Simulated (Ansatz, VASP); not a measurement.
**Two plane-wave programs on KF**

The input INCAR:

```
SYSTEM = KF
PREC = Accurate ; ENCUT = 600
EDIFF = 1E-7 ; ISMEAR = 0
SIGMA = 0.02 ; LREAL = .False.
LASPH = .True. ; NELM = 60
ALGO = Normal ; ISIF = 3
LWAVE = .False. ; LCHARG = .False.
GGA = CA ; IBRION = 2
NSW = 100 ; EDIFFG = -0.005
```

Contents of KPOINTS:

```
regular mesh
0
Gamma
  8 8 8
  0 0 0
```

POSCAR

```
KF
1.0
    0.0000000000      2.5817196783      2.5817196783
    2.5817196783      0.0000000000      2.5817196783
    2.5817196783      2.5817196783      0.0000000000
K F
1 1
Direct
    0.0000000000      0.0000000000      0.0000000000
    0.5000000000      0.5000000000      0.5000000000
```

Input for Ansatz:

```yaml
crystal:
  lattice:
    - [0.0, 2.5817196783, 2.5817196783]
    - [2.5817196783, 0.0, 2.5817196783]
    - [2.5817196783, 2.5817196783, 0.0]
  atoms:
    - { symbol: K, position: [0.0, 0.0, 0.0] }
    - { symbol: F, position: [0.5, 0.5, 0.5] }
basis:
  ecutwfc: 520.0
kpoints:
  mp_grid: { grid: [8, 8, 8] }
hamiltonian:
  xc: lda
scf:
  occupations: { method: gaussian, width: 0.02 }
output:
  forces: true
  stress: true
  eigenvalues: true
relax:
  adjacent_minimum: "off"
  f_tol: 0.005
  max_steps: 80
  cell: { stress_tol: 0.05 }
```

Alike in both runs: task relaxation of cell and atoms; functional LDA; k mesh 8 × 8 × 8; occupations gaussian, width 0.02 eV; no spin polarisation.

```csv
,VASP,Ansatz
version,VASP 6.6.1,Ansatz 0.2.0
potentials or method,"VASP PAW LDA potentials, release 64 (K_sv, F)","scalar-relativistic, plane waves, PAW"
plane-wave cutoff (eV),600,520
valence electrons in the cell,16,16
```

Ansatz gave:

```
gap on the k mesh at the Fermi level, each at its own relaxed structure (eV) : 6.36
relaxed volume (Å³/atom)                                                     : 17.21
relaxed cell length with the largest relative difference (Å)                 : 3.651
```

Task: Estimate VASP's values.

Result: gap on the k mesh at the Fermi level, each at its own relaxed structure (eV): 6.33; relaxed volume (Å³/atom): 17.25; relaxed cell length with the largest relative difference (Å): 3.654.

A k mesh can miss the band edges. As with any semilocal functional, this LDA gap is likely too small.
